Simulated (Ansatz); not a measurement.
## Energy landscape near a Se structure

The calculation used DFT PBEsol, scalar-relativistic, plane waves, PAW in Ansatz.

Settings: cutoff 420 eV, Γ-centred mesh 14×14×8 on the computed 2-atom cell, Gaussian smearing of 0.10 eV; no spin polarisation.

Reference cell:

```xyz
2
Lattice="1.3943 -4.0390 0.0000 1.3943 4.0390 0.0000 0.0000 0.0000 4.6134" Properties=species:S:1:pos:R:3 pbc="T T T"
Se    1.3943   -3.5192    1.1534
Se    1.3943    3.5192    3.4601
```

Each variant moves atoms of this cell by the vectors given, if any (Å), and then applies a symmetric strain (tensor components, Cartesian axes). The reference cell isn't relaxed at this level. Energies are per atom at zero smearing, counted from the lowest variant. Pressure is positive in compression.

1. strain (xx yy zz yz xz xy, %) -3.12 -4.03 -0.57 -1.19 -0.08 -1.16; moves: Se1 (-0.035, -0.043, 0.021); Se2 (0.035, 0.043, -0.021)
2. no strain; moves: Se1 (0.000, 0.090, 0.000)
3. strain (xx yy zz yz xz xy, %) 4.84 3.55 5.25 -0.04 0.00 0.00; moves: Se1 (0.000, 0.233, 0.090); Se2 (0.000, -0.233, -0.090)

| result | ΔE (meV/atom) | P (GPa) | largest force (eV/Å) |
| --- | --- | --- | --- |
| A | 334.1 | -9.79 | 1.13 |
| B | 0.0 | -2.40 | 0.57 |
| C | 3.5 | 3.84 | 0.46 |

Q: Which variant gave which result?

A: A is 3, B is 2, C is 1. The pressure falls as the cell grows: from the smallest volume to the largest the variants are 1, 2, 3.

Each cell of Se holds layers, and where no dispersion correction was added their binding is poorly described. Spin polarisation was left out, and a magnetic state may lie lower.

This form isn't the element's structure at ambient conditions.